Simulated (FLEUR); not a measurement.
# Si2Mo (I4/mmm) in FLEUR: single point with PBEsol

Aim: the single point of Si2Mo with PBEsol.

Everything below comes from runs of FLEUR MaX-R8.1 (later development tree). Logs are shortened: lines on timing, memory, paths and dates and some standing lists are left out, and cuts for length are marked.

## Step 1: Starting point

It takes space group I4/mmm (No. 139, tetragonal). The conventional cell has a = 3.200 Å, b = 3.200 Å, c = 7.861 Å, α = 90.00°, β = 90.00°, γ = 90.00°. Around Mo (site symmetry 4/mmm) lie 10 Si at 2.62 Å. Si (site symmetry 4mm) has 5 Si at 2.61 to 2.63 Å and 5 Mo at 2.62 Å as nearest neighbours.

## Step 2: Single point, PBEsol

inp.xml

```xml
<?xml version="1.0" encoding="UTF-8" standalone="no"?>
<fleurInput fleurInputVersion="0.39">
   <comment>
      Si2Mo                                                                                               
   </comment>
   <calculationSetup>
      <cutoffs Kmax="4.41" Gmax="13.7" GmaxXC="13.7" numbands="0"/>
      <scfLoop itmax="60" minDistance="0.00001" maxIterBroyd="15" imix="Anderson" alpha="0.05" precondParam="0.0" spinf="2.0" sdNocoIR="T"/>
      <coreElectrons ctail="T" frcor="F" kcrel="0" coretail_lmax="0"/>
      <xcFunctional name="PBEs" relativisticCorrections="F"/>
      <magnetism jspins="1"/>
      <soc l_soc="F" theta="0.0" phi="0.0" spav="F"/>
      <expertModes spex="0" secvar="F"/>
      <geometryOptimization l_f="T" forcealpha="1.0" forcemix="BFGS" epsdisp="0.0005" epsforce="0.0002"/>
      <ldaU l_linMix="F" mixParam="0.05" spinf="1.0"/>
   </calculationSetup>
   <cell>
      <bzIntegration valenceElectrons="38.0" mode="hist" fermiSmearingEnergy="0.00183747">
         <kPointListSelection listName="default-1"/>
         <!-- k-points included here -->
         <xi:include xmlns:xi="http://www.w3.org/2001/XInclude" href="kpts.xml"> </xi:include>
      </bzIntegration>
      <!-- symmetry operations included here -->
      <xi:include xmlns:xi="http://www.w3.org/2001/XInclude" href="sym.xml"> </xi:include>
      <bulkLattice scale="1.0">
         <bravaisMatrix>
            <row-1>   -3.0235617993599999     3.0235617993599999     7.4275685327402989</row-1>
            <row-2>    3.0235617993599999    -3.0235617993599999     7.4275685327402989</row-2>
            <row-3>    3.0235617993599999     3.0235617993599999    -7.4275685327402989</row-3>
         </bravaisMatrix>
      </bulkLattice>
   </cell>
   <atomSpecies>
      <species name="Molybdenum (Mo)" element="Mo" atomicNumber="42">
         <mtSphere radius="2.22" gridPoints="757" logIncrement="0.017"/>
         <atomicCutoffs lmax="9" lnonsphr="9"/>
         <electronConfig flipSpins="F">
            <coreConfig>(1s1/2) (2s1/2) (2p1/2) (2p3/2) (3s1/2) (3p1/2) (3p3/2) (3d3/2) (3d5/2)</coreConfig>
            <valenceConfig>(4s1/2) (4p1/2) (4p3/2) (5s1/2) (4d3/2) (4d5/2)</valenceConfig>
            <stateOccupation state="(5s1/2)" spinUp="0.500000" spinDown="0.500000"/>
            <stateOccupation state="(4d3/2)" spinUp="1.000000" spinDown="1.000000"/>
            <stateOccupation state="(4d5/2)" spinUp="1.500000" spinDown="1.500000"/>
         </electronConfig>
         <energyParameters s="5" p="5" d="4" f="4"/>
         <lo type="SCLO" l="0" n="4" eDeriv="0"/>
         <lo type="SCLO" l="1" n="4" eDeriv="0"/>
         <lo type="SCLO" l="1" n="4" eDeriv="1"/>
         <lo type="SCLO" l="2" n="4" eDeriv="2"/>
         <lo type="SCLO" l="3" n="4" eDeriv="2"/>
      </species>
      <species name="Silicon (Si)" element="Si" atomicNumber="14">
         <mtSphere radius="2.22" gridPoints="757" logIncrement="0.015"/>
         <atomicCutoffs lmax="9" lnonsphr="9"/>
         <electronConfig flipSpins="F">
            <coreConfig>(1s1/2)</coreConfig>
            <valenceConfig>(2s1/2) (2p1/2) (2p3/2) (3s1/2) (3p1/2) (3p3/2)</valenceConfig>
            <stateOccupation state="(3p1/2)" spinUp="0.333333" spinDown="0.333333"/>
            <stateOccupation state="(3p3/2)" spinUp="0.666667" spinDown="0.666667"/>
         </electronConfig>
         <energyParameters s="3" p="3" d="3" f="4"/>
         <lo type="SCLO" l="0" n="2" eDeriv="0"/>
         <lo type="SCLO" l="1" n="2" eDeriv="0"/>
         <lo type="SCLO" l="2" n="3" eDeriv="2"/>
         <lo type="SCLO" l="3" n="4" eDeriv="2"/>
      </species>
   </atomSpecies>
   <atomGroups>
      <atomGroup species="Molybdenum (Mo)">
         <relPos label="                   1">.0000000000 .0000000000 .0000000000</relPos>
         <force calculate="T" relaxXYZ="TTT"/>
      </atomGroup>
      <atomGroup species="Silicon (Si)">
         <relPos label="                   2">-.3330000000 -.3330000000 .0000000000</relPos>
         <relPos label="                   3">.3330000000 .3330000000 .0000000000</relPos>
         <force calculate="T" relaxXYZ="TTT"/>
      </atomGroup>
   </atomGroups>
   <output dos="F" band="F" slice="F">
      <checks vchk="F" cdinf="F"/>
      <bandDOS minEnergy="-.5*Htr" maxEnergy="0.5*Htr" sigma="0.015" storeEVData="T"/>
      <vacuumDOS vacdos="F" integ="F" star="F" nstars="0" locx1="0.0" locy1="0.0" locx2="0.0" locy2="0.0" nstm="0" tworkf="0.0"/>
      <unfoldingBand unfoldBand="F" supercellX="1" supercellY="1" supercellZ="1"/>
      <plotting iplot="0" polar="F">
         <plot TwoD="T" vec1="  1.0  0.0  0.0" vec2="  0.0  1.0  0.0" vec3="  0.0  0.0  1.0" zero="  0.0  0.0  0.0" file="plot"/>
      </plotting>
      <chargeDensitySlicing numkpt="0" minEigenval="0.0" maxEigenval="0.0" nnne="0" pallst="F"/>
      <specialOutput eonly="F"/>
      <moessbauerParams electricFieldGradient="T" isomerShift="T" coreHyperfine="T" valenceHyperfine="T"/>
      <magneticCircularDichroism mcd="F" energyLo="-10.0" energyUp="0.0"/>
   </output>
  <!-- We include the file relax.xml here to enable relaxations (see documentation) -->
  <xi:include xmlns:xi="http://www.w3.org/2001/XInclude" href="relax.xml"> <xi:fallback/> </xi:include>
</fleurInput>
```

crystal.txt

```
Si2Mo
&input cartesian=F /
-1.6000000000  1.6000000000  3.9305000000
1.6000000000  -1.6000000000  3.9305000000
1.6000000000  1.6000000000  -3.9305000000
1.8897261246
1.0 1.0 1.0

3
42 0.0000000000  0.0000000000  0.0000000000
14 0.6670000000  0.6670000000  0.0000000000
14 0.3330000000  0.3330000000  0.0000000000

&kpt div1=12 div2=12 div3=12 gamma=T /
```

Potentials or basis: all-electron, FLAPW.

Launch:

```sh
> inpgen -f crystal.txt -profile fastHighL
> # inp.xml edited to the form shown
> fleur_MPI
```

Standard output:

```text
Welcome to FLEUR        (www.flapw.de)
      MaX-Release 8.1          (www.max-centre.eu)

 ========== k-point set info ==========
 Selected k-point list: default-1
 k-point list type: mesh
 12 x 12 x 12
 Number of k points: 163

 ------------Calculation Setup---------------------------
 Number of MPI-tasks      :            1
 Number of PE/node        :            1
 Number of OMP-threads    :            1
 Most efficient MPI parallelization for:
           1         163
 Additional eigenvalue parallelization possible
 Number of basis functions:          517
 Approximate size of matrices (H+S) per k-point:         0.004 GB
 --------------------------------------------------------
 Iteration:     1   Distance:      13.14504789 me/bohr^3
 Iteration:     2   Distance:      11.22365160 me/bohr^3
 Iteration:     3   Distance:       5.54646994 me/bohr^3
 Iteration:     4   Distance:       5.42371501 me/bohr^3
 Iteration:     5   Distance:       1.92935973 me/bohr^3
 Iteration:     6   Distance:       0.37650375 me/bohr^3
 Iteration:     7   Distance:       0.69366382 me/bohr^3
 Iteration:     8   Distance:       0.06933496 me/bohr^3
 Iteration:     9   Distance:       0.06957174 me/bohr^3
 Iteration:    10   Distance:       0.00937713 me/bohr^3
 Iteration:    11   Distance:       0.00682506 me/bohr^3
 Iteration:    12   Distance:       0.00100103 me/bohr^3
 Iteration:    13   Distance:       0.00021932 me/bohr^3
 Iteration:    14   Distance:       0.00018774 me/bohr^3
 Iteration:    15   Distance:       0.00003759 me/bohr^3
 Iteration:    16   Distance:       0.00003031 me/bohr^3
 Iteration:    17   Distance:       0.00001121 me/bohr^3
 Iteration:    18   Distance:       0.00000209 me/bohr^3
 Reset of history

 ********************************************************************
 Run finished successfully
 Stop message:
   Structural relaxation: new displacements generated
 ********************************************************************
```

It took 7.2 min on 1 thread of Arm Neoverse V2, shared host; peak memory 0.09 GiB.

What came out:

| Item | Value |
| --- | --- |
| Free energy | -125894.1605 eV |
| Largest force | 0.323 eV/Å |
| Band gap on the k mesh | none (metal or under the smearing width) |
| Valence electrons inside the program's atomic spheres | Mo 11.44; Si 10.39 (radii Mo 2.22, Si 2.22 bohr) |

Forces in eV/Å, atoms in the order of the input:
```
Mo   0.000  0.000  0.000
Si   0.000  0.000 -0.323
Si   0.000  0.000  0.323
```

Core levels (eV from the Fermi level):
```tsv
atom	levels
1 Mo	1s1/2 -19797.2, 2s1/2 -2792.8, 2p1/2 -2569.3, 2p3/2 -2462.9, 3s1/2 -472.2, 3p1/2 -387.2, 3p3/2 -369.7, 3d3/2 -219.3, 3d5/2 -216.0
2 Si	1s1/2 -1777.1
3 Si	1s1/2 -1777.1
```
